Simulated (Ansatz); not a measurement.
Structure types of B were relaxed at one common pressure (all-electron LAPW in Ansatz 0.2.0 under PBE, scalar-relativistic, no spin polarisation, zero temperature). They take these volumes:

| type | space group | V (Å³/atom) |
| --- | --- | --- |
| fcc | Fm-3m | 4.64 |
| bcc | Im-3m | 4.73 |
| distorted hcp | P6_3/mmc | 4.84 |
| diamond | Fd-3m | 6.02 |
| distorted graphite | P6_3/mmc | 5.54 |
| beta tin | I4_1/amd | 5.10 |

Problem. At about which pressure, and is the densest type also the lowest in enthalpy?

Solution. 100 GPa. The densest is fcc, and it is also the lowest in enthalpy among these.
